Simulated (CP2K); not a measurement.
# Au (Fm-3m) in CP2K: a series of runs

Runs on Au. Level: LDA. Tasks: single point, equation of state.

Program: CP2K 2026.2. These are calculated values, not measurements. Logs are shortened: lines on timing, memory, paths and dates and some standing lists are left out, and cuts for length are marked.

**The experiment to reproduce.**

“Exploring toroidal anvil profiles for larger sample volumes above 4 Mbar”, 2024, pmc:11102561 quotes, for a bulk crystal of Au: bulk modulus 167 GPa.

How close the calculation comes is told below.

**1. The structure**

The structure is cubic, space group Fm-3m (No. 225). Conventional cell: a = 4.070 Å, b = 4.070 Å, c = 4.070 Å, α = 90.00°, β = 90.00°, γ = 90.00°. Around Au (site symmetry m-3m) lie 12 Au at 2.88 Å.

**2. Single point, LDA, 16.85 Å³/atom**

The input, au_eos.inp:

```
&GLOBAL
  PROJECT au_eos
  RUN_TYPE ENERGY_FORCE
  PRINT_LEVEL LOW
&END GLOBAL
&FORCE_EVAL
  METHOD QS
  STRESS_TENSOR ANALYTICAL
  &DFT
    BASIS_SET_FILE_NAME BASIS_MOLOPT_UZH
    POTENTIAL_FILE_NAME GTH_POTENTIALS
    &MGRID
      CUTOFF 500
      REL_CUTOFF 60
      NGRIDS 4
    &END MGRID
    &QS
      METHOD GPW
      EPS_DEFAULT 1.0E-9
    &END QS
    &KPOINTS
      SCHEME MONKHORST-PACK 11 11 11
      GAMMA_CENTERED T
      SYMMETRY T
      SYMMETRY_BACKEND SPGLIB
    &END KPOINTS
    &SCF
      SCF_GUESS ATOMIC
      EPS_SCF 1.0E-6
      MAX_SCF 100
      ADDED_MOS 11
      CHOLESKY OFF
      EPS_EIGVAL 1.0E-7
      &DIAGONALIZATION ON
        ALGORITHM STANDARD
      &END DIAGONALIZATION
      &MIXING ON
        METHOD BROYDEN_MIXING
        ALPHA 0.4
        BETA 1.5
        NBUFFER 8
      &END MIXING
      &SMEAR ON
        METHOD FERMI_DIRAC
        ELECTRONIC_TEMPERATURE 300.56
      &END SMEAR
    &END SCF
    &XC
      &XC_FUNCTIONAL
        &LDA_X
        &END LDA_X
        &LDA_C_PW
        &END LDA_C_PW
      &END XC_FUNCTIONAL
    &END XC
    &PRINT
      &KPOINTS ON
      &END KPOINTS
      &MULLIKEN ON
      &END MULLIKEN
      &MO ON
        ENERGIES T
        OCCUPATION_NUMBERS T
        &EACH
          QS_SCF 0
        &END EACH
        ADD_LAST NUMERIC
      &END MO
    &END PRINT
  &END DFT
  &SUBSYS
    &CELL
      A 2.8779245994 0.0000000000 0.0000000000
      B 1.4389622997 2.4923558133 0.0000000000
      C 1.4389622997 0.8307852711 2.3498155956
      PERIODIC XYZ
    &END CELL
    &COORD
      SCALED
      Au  0.0000000000 0.0000000000 0.0000000000
    &END COORD
    &KIND Au
      BASIS_SET TZVP-MOLOPT-PBE-GTH-q11
      POTENTIAL GTH-PADE-q11
    &END KIND
    &PRINT
      &ATOMIC_COORDINATES ON
      &END ATOMIC_COORDINATES
      &CELL ON
      &END CELL
      &SYMMETRY ON
      &END SYMMETRY
    &END PRINT
  &END SUBSYS
  &PRINT
    &FORCES ON
    &END FORCES
    &STRESS_TENSOR ON
    &END STRESS_TENSOR
  &END PRINT
&END FORCE_EVAL
```

Potentials or basis: GTH_POTENTIALS Au GTH-PADE-q11; TZVP-MOLOPT-PBE-GTH basis.

Command:

```bash
> OMP_NUM_THREADS=1 cp2k.psmp -i au_eos.inp -o au_eos.out
```

au_eos.out:

```text

 CP2K| version string:                                       CP2K version 2026.2
 CP2K| Input file name                                                au_eos.inp

 GLOBAL| Force Environment number                                              1
 GLOBAL| Basis set file name                                    BASIS_MOLOPT_UZH
 GLOBAL| Potential file name                                      GTH_POTENTIALS
 GLOBAL| MM Potential file name                                     MM_POTENTIAL
 GLOBAL| Coordinate file name                                      __STD_INPUT__
 GLOBAL| Method name                                                        CP2K
 GLOBAL| Project name                                                     au_eos
 GLOBAL| Run type                                                   ENERGY_FORCE
 GLOBAL| FFT library                                                       FFTW3
[... 8 lines left out ...]
 GLOBAL| CPU model name                                                  UNKNOWN

 CELL| Volume [angstrom^3]:                                            16.854786
 CELL| Vector a [angstrom]:       2.878     0.000     0.000   |a| =     2.877925
 CELL| Vector b [angstrom]:       1.439     2.492     0.000   |b| =     2.877925
 CELL| Vector c [angstrom]:       1.439     0.831     2.350   |c| =     2.877925
 CELL| Angle (b,c), alpha [degree]:                                    60.000000
 CELL| Angle (a,c), beta  [degree]:                                    60.000000
 CELL| Angle (a,b), gamma [degree]:                                    60.000000
 CELL| Numerically orthorhombic:                                              NO
 CELL| Periodicity                                                           XYZ

 CELL_REF| Volume [angstrom^3]:                                        16.854786
 CELL_REF| Vector a [angstrom     2.878     0.000     0.000   |a| =     2.877925
 CELL_REF| Vector b [angstrom     1.439     2.492     0.000   |b| =     2.877925
 CELL_REF| Vector c [angstrom     1.439     0.831     2.350   |c| =     2.877925
 CELL_REF| Angle (b,c), alpha [degree]:                                60.000000
 CELL_REF| Angle (a,c), beta  [degree]:                                60.000000
 CELL_REF| Angle (a,b), gamma [degree]:                                60.000000
 CELL_REF| Numerically orthorhombic:                                          NO
 CELL_REF| Periodicity                                                       XYZ
[... 9 lines left out ...]
 TOTAL NUMBERS AND MAXIMUM NUMBERS

  Total number of            - Atomic kinds:                                   1
                             - Atoms:                                          1
                             - Shell sets:                                     1
                             - Shells:                                        10
                             - Primitive Cartesian functions:                  6
                             - Cartesian basis functions:                     40
                             - Spherical basis functions:                     34

  Maximum angular momentum of- Orbital basis functions:                        3
                             - Local part of the GTH pseudopotential:          0
                             - Non-local part of the GTH pseudopotential:      4

 MODULE QUICKSTEP: ATOMIC COORDINATES IN ANGSTROM

   Atom Kind Element         X             Y             Z       Z(eff)     Mass
      1    1 Au   79      0.000000      0.000000      0.000000  11.0000 196.9666

 Crystal Symmetry Information
       International Symbol:                                               Fm-3m
       Point Group Symbol:                                                  m-3m
       Schoenflies Symbol:                                                  Oh^5
       Number of Symmetry Operations:                                         48

 SCF PARAMETERS         Density guess:                                    ATOMIC
                        --------------------------------------------------------
                        max_scf:                                             100
[... 7 lines left out ...]
                        --------------------------------------------------------
                        level_shift [a.u.]:                             0.000000
                        added MOs                                        11    0
                        --------------------------------------------------------
                        Mixing method:                            BROYDEN_MIXING
                                                charge density mixing in g-space
                        --------------------------------------------------------
                        Smear method:                                FERMI_DIRAC
                        Electronic temperature [K]:                        300.6
[... 31 lines left out ...]

 Number of electrons:                                                         11
 Number of occupied orbitals:                                                  6
 Number of molecular orbitals:                                                17

 Number of orbital functions:                                                 34
 Number of independent orbital functions:                                     34

 SCF WAVEFUNCTION OPTIMIZATION

  Step     Update method      Time    Convergence         Total energy    Change
  ------------------------------------------------------------------------------
     1 NoMix/Diag. 0.40E+00    8.7     0.32123291       -33.3348050318 -3.33E+01
     2 Broy./Diag. 0.40E+00    6.4     0.12204949       -34.3409733320 -1.01E+00
     3 Broy./Diag. 0.40E+00    6.4     0.14176066       -33.7084605855  6.33E-01
     4 Broy./Diag. 0.40E+00    6.4     0.00729408       -33.3049967669  4.03E-01
     5 Broy./Diag. 0.40E+00    6.4     0.00404801       -33.2912062641  1.38E-02
     6 Broy./Diag. 0.40E+00    6.4     0.00094663       -33.3059219548 -1.47E-02
     7 Broy./Diag. 0.40E+00    6.4     0.00063477       -33.3061490680 -2.27E-04
     8 Broy./Diag. 0.40E+00    6.4     0.00019248       -33.3048063835  1.34E-03
     9 Broy./Diag. 0.40E+00    6.5     0.00002908       -33.3048288621 -2.25E-05
    10 Broy./Diag. 0.40E+00    6.8     0.00001472       -33.3048774686 -4.86E-05
    11 Broy./Diag. 0.40E+00    6.6     0.00000091       -33.3048698857  7.58E-06

  *** SCF run converged in    11 steps ***

  Electronic density on regular grids:        -10.9999999965        0.0000000035
  Core density on regular grids:               10.9999999827       -0.0000000173
  Total charge density on r-space grids:       -0.0000000138
  Total charge density g-space grids:          -0.0000000138

  Overlap energy of the core charge distribution:               0.00000000951444
  Self energy of the core charge distribution:                -57.85333865193095
  Core Hamiltonian energy:                                     18.21450377344745
  Hartree energy:                                              11.54185505950348
  Exchange-correlation energy:                                 -5.20788567830934
  Electronic entropic energy:                                  -0.00000439790752
  Fermi energy:                                                 0.37774164788578

  Total energy:                                               -33.30486988570442
  Total energy (extrapolated to T->0):                        -33.30486768675066

 MO| EIGENVALUES AND OCCUPATION NUMBERS FOR K POINT 1
 MO|
 MO|  Index      Eigenvalue [a.u.]        Eigenvalue [eV]             Occupation
 MO|      1               0.101107               2.751263               2.000000
 MO|      2               0.198875               5.411661               2.000000
 MO|      3               0.198875               5.411662               2.000000
 MO|      4               0.301037               8.191627               2.000000
 MO|      5               0.301037               8.191635               2.000000
 MO|      6               0.319787               8.701843               2.000000
[... 9 lines left out ...]
 MO|     16               1.808307              49.206549               0.000000
 MO|     17               2.127455              57.890994               0.000000
 MO| Sum:                                                              12.000000
[... 286 lines left out ...]
 MO|      3               0.197453               5.372969               2.000000
 MO|      4               0.251168               6.834626               2.000000
 MO|      5               0.285898               7.779672               2.000000
 MO|      6               0.346196               9.420481               2.000000
[... 9 lines left out ...]
 MO|     16               1.816253              49.422751               0.000000
 MO|     17               1.924128              52.358178               0.000000
 MO| Sum:                                                              12.000000
 MO| E(Fermi):            0.377742 a.u.         10.278873 eV

 [... the levels of further k-points ...]

 !-----------------------------------------------------------------------------!
                     Mulliken Population Analysis

 #  Atom  Element  Kind  Atomic population                           Net charge
       1     Au       1         11.000000                             -0.000000
 # Total charge                             11.000000                 -0.000000

 !-----------------------------------------------------------------------------!

 ENERGY| Total FORCE_EVAL ( QS ) energy [hartree]            -33.304869526656411

 FORCES| Atomic forces [hartree/bohr]
 FORCES|   Atom     x               y               z               |f|
 FORCES|      1  1.07196327E-14  1.89202223E-15  3.15853062E-15   1.13343103E-14
 FORCES| Sum     1.07196327E-14  1.89202223E-15  3.15853062E-15
 FORCES| Total atomic force                                       1.13343103E-14

 STRESS| Analytical stress tensor [bar]
 STRESS|                        x                   y                   z
 STRESS|      x        2.39350436272E+04  -4.64144354601E-02  -6.60271993438E-02
 STRESS|      y       -4.64144354601E-02   2.39354691535E+04  -2.35526230721E-01
 STRESS|      z       -6.60271993438E-02  -2.35526230721E-01   2.39331186478E+04
 STRESS| 1/3 Trace                                             2.39345438095E+04
 STRESS| Determinant                                           1.37111998683E+13

 STRESS| Eigenvectors and eigenvalues of the analytical stress tensor [bar]
 STRESS|                        1                   2                   3
 STRESS| Eigenvalues   2.39330927466E+04   2.39350426661E+04   2.39354960158E+04
 STRESS|      x           0.036017147404      0.995491371208     -0.087747905637
 STRESS|      y           0.099259618320      0.083807140526      0.991526041699
 STRESS|      z           0.994409519898     -0.044421763221     -0.095793599413
```

It took 89 s on 1 thread of Arm Neoverse V2, shared host; peak memory 0.29 GiB.

What came out:

```yaml
Free_energy: -906.2716 eV
Pressure: 2.4 GPa
Band_gap_on_the_k_mesh: none (metal or under the smearing width)
```

Caveat: with these potentials and basis sets, volumes of gold and of layered tellurides can stand 1.5 % and more from those of plane-wave programs; the basis of atomic orbitals isn't converged, which shifts pressures, moduli and gaps.

**3. Single point, LDA, 16.52 Å³/atom (volume scaled by 0.98)**

Edit au_eos.inp of step 2 so:

```diff
@@ -11,2 +11,3 @@
     POTENTIAL_FILE_NAME GTH_POTENTIALS
+    WFN_RESTART_FILE_NAME previous-RESTART.kp
     &MGRID
@@ -27,3 +28,3 @@
     &SCF
-      SCF_GUESS ATOMIC
+      SCF_GUESS RESTART
       EPS_SCF 1.0E-6
@@ -72,5 +73,5 @@
     &CELL
-      A 2.8779245994 0.0000000000 0.0000000000
-      B 1.4389622997 2.4923558133 0.0000000000
-      C 1.4389622997 0.8307852711 2.3498155956
+      A 2.8586090872 0.0000000000 0.0000000000
+      B 1.4293045436 2.4756280891 0.0000000000
+      C 1.4293045436 0.8252093630 2.3340445459
       PERIODIC XYZ
```

Potentials or basis: GTH_POTENTIALS Au GTH-PADE-q11; TZVP-MOLOPT-PBE-GTH basis.

Command:

```bash
> OMP_NUM_THREADS=1 cp2k.psmp -i au_eos.inp -o au_eos.out
```

Wall time 70 s (1 thread of Arm Neoverse V2, shared host); peak memory 0.29 GiB.

It converged, with:

| Property | Result |
| --- | --- |
| Free energy | -906.2622 eV |
| Pressure | 6.7 GPa |
| Band gap on the k mesh | none (metal or under the smearing width) |

Caveat: with these potentials and basis sets, volumes of gold and of layered tellurides can stand 1.5 % and more from those of plane-wave programs; the basis of atomic orbitals isn't converged, which shifts pressures, moduli and gaps.

**4. Single point, LDA, 17.19 Å³/atom (volume scaled by 1.02)**

Edit au_eos.inp of step 3 so:

```diff
@@ -73,5 +73,5 @@
     &CELL
-      A 2.8586090872 0.0000000000 0.0000000000
-      B 1.4293045436 2.4756280891 0.0000000000
-      C 1.4293045436 0.8252093630 2.3340445459
+      A 2.8969842582 0.0000000000 0.0000000000
+      B 1.4484921291 2.5088619620 0.0000000000
+      C 1.4484921291 0.8362873207 2.3653777418
       PERIODIC XYZ
```

Command:

```bash
> OMP_NUM_THREADS=1 cp2k.psmp -i au_eos.inp -o au_eos.out
```

Wall time 68 s (1 thread of Arm Neoverse V2, shared host); peak memory 0.29 GiB.

Results (log left out):

| Quantity | Value |
| --- | --- |
| Free energy | -906.2726 eV |
| Pressure | -1.4 GPa |
| Band gap on the k mesh | none (metal or under the smearing width) |

Caveat: with these potentials and basis sets, volumes of gold and of layered tellurides can stand 1.5 % and more from those of plane-wave programs; the basis of atomic orbitals isn't converged, which shifts pressures, moduli and gaps.

**5. Single point, LDA, 16.18 Å³/atom (volume scaled by 0.96)**

Edit au_eos.inp of step 4 so:

```diff
@@ -73,5 +73,5 @@
     &CELL
-      A 2.8969842582 0.0000000000 0.0000000000
-      B 1.4484921291 2.5088619620 0.0000000000
-      C 1.4484921291 0.8362873207 2.3653777418
+      A 2.8390289584 0.0000000000 0.0000000000
+      B 1.4195144792 2.4586712001 0.0000000000
+      C 1.4195144792 0.8195570667 2.3180574377
       PERIODIC XYZ
```

Command:

```bash
> OMP_NUM_THREADS=1 cp2k.psmp -i au_eos.inp -o au_eos.out
```

It took 71 s on 1 thread of Arm Neoverse V2, shared host; peak memory 0.29 GiB.

It converged, with:

```yaml
Free_energy: -906.2431 eV
Pressure: 11.5 GPa
Band_gap_on_the_k_mesh: none (metal or under the smearing width)
```

Caveat: with these potentials and basis sets, volumes of gold and of layered tellurides can stand 1.5 % and more from those of plane-wave programs; the basis of atomic orbitals isn't converged, which shifts pressures, moduli and gaps.

**6. Single point, LDA, 17.53 Å³/atom (volume scaled by 1.04)**

Edit au_eos.inp of step 5 so:

```diff
@@ -73,5 +73,5 @@
     &CELL
-      A 2.8390289584 0.0000000000 0.0000000000
-      B 1.4195144792 2.4586712001 0.0000000000
-      C 1.4195144792 0.8195570667 2.3180574377
+      A 2.9157963714 0.0000000000 0.0000000000
+      B 1.4578981857 2.5251537299 0.0000000000
+      C 1.4578981857 0.8417179100 2.3807377679
       PERIODIC XYZ
```

Potentials or basis: GTH_POTENTIALS Au GTH-PADE-q11; TZVP-MOLOPT-PBE-GTH basis.

Command:

```bash
> OMP_NUM_THREADS=1 cp2k.psmp -i au_eos.inp -o au_eos.out
```

Run time: 68 s. Hardware: 1 thread of Arm Neoverse V2, shared host; peak memory 0.28 GiB.

It converged, with:

```yaml
Free_energy: -906.2662 eV
Pressure: -4.6 GPa
Band_gap_on_the_k_mesh: none (metal or under the smearing width)
```

Caveat: with these potentials and basis sets, volumes of gold and of layered tellurides can stand 1.5 % and more from those of plane-wave programs; the basis of atomic orbitals isn't converged, which shifts pressures, moduli and gaps.

**7. Single point, LDA, 15.84 Å³/atom (volume scaled by 0.94)**

Edit au_eos.inp of step 6 so:

```diff
@@ -73,5 +73,5 @@
     &CELL
-      A 2.9157963714 0.0000000000 0.0000000000
-      B 1.4578981857 2.5251537299 0.0000000000
-      C 1.4578981857 0.8417179100 2.3807377679
+      A 2.8191749595 0.0000000000 0.0000000000
+      B 1.4095874798 2.4414771327 0.0000000000
+      C 1.4095874798 0.8138257109 2.3018467155
       PERIODIC XYZ
```

Command:

```bash
> OMP_NUM_THREADS=1 cp2k.psmp -i au_eos.inp -o au_eos.out
```

It took 70 s on 1 thread of Arm Neoverse V2, shared host; peak memory 0.29 GiB.

Results (log left out):

```
Free energy            : -906.2131 eV
Pressure               : 17.1 GPa
Band gap on the k mesh : none (metal or under the smearing width)
```

Caveat: with these potentials and basis sets, volumes of gold and of layered tellurides can stand 1.5 % and more from those of plane-wave programs; the basis of atomic orbitals isn't converged, which shifts pressures, moduli and gaps.

**8. Single point, LDA, 17.87 Å³/atom (volume scaled by 1.06)**

Edit au_eos.inp of step 7 so:

```diff
@@ -73,5 +73,5 @@
     &CELL
-      A 2.8191749595 0.0000000000 0.0000000000
-      B 1.4095874798 2.4414771327 0.0000000000
-      C 1.4095874798 0.8138257109 2.3018467155
+      A 2.9343688235 0.0000000000 0.0000000000
+      B 1.4671844118 2.5412379453 0.0000000000
+      C 1.4671844118 0.8470793151 2.3959021116
       PERIODIC XYZ
```

Command:

```bash
> OMP_NUM_THREADS=1 cp2k.psmp -i au_eos.inp -o au_eos.out
```

It took 70 s on 1 thread of Arm Neoverse V2, shared host; peak memory 0.28 GiB.

It converged, with:

- Free energy: -906.2534 eV
- Pressure: -7.5 GPa
- Band gap on the k mesh: none (metal or under the smearing width)

Caveat: with these potentials and basis sets, volumes of gold and of layered tellurides can stand 1.5 % and more from those of plane-wave programs; the basis of atomic orbitals isn't converged, which shifts pressures, moduli and gaps.

**9. Equation of state, LDA**

Potentials or basis: GTH_POTENTIALS Au GTH-PADE-q11; TZVP-MOLOPT-PBE-GTH basis.

No new run: the results of the series are fitted here.

Results:

```
Equilibrium volume                      : 17.07 Å³/atom
Bulk modulus                            : 186 GPa
Pressure derivative of the bulk modulus : 5.7
```

Energy against volume, from the lowest point:
| volume (Å³/atom) | energy (meV/atom) |
| --- | --- |
| 15.843 | 59.46 |
| 16.181 | 29.47 |
| 16.518 | 10.44 |
| 16.855 | 1.01 |
| 17.192 | 0.00 |
| 17.529 | 6.37 |
| 17.866 | 19.18 |

Caveat: with these potentials and basis sets, volumes of gold and of layered tellurides can stand 1.5 % and more from those of plane-wave programs; the basis of atomic orbitals isn't converged, which shifts pressures, moduli and gaps.

**10. For comparison**

An earlier run on the cell as given: functional PBEsol; potentials or basis POTENTIAL_UZH Au GTH-PBE-q11; TZVP-MOLOPT-PBE-GTH basis; density cutoff 6803 eV; k mesh 11 × 11 × 11; occupations fermi-dirac, width 0.05 eV; no spin polarisation.

* Pressure: 8.8 GPa
* Band gap on the k mesh: none (metal or under the smearing width)

**11. How close it comes**

Step 9. A measured bulk modulus of Au is 167 GPa (quoted in “Exploring toroidal anvil profiles for larger sample volumes above 4 Mbar”, 2024, pmc:11102561); the calculated 186 GPa misses it by +11.5 %. The fit is for a static lattice scaled at fixed shape and fixed fractional positions.
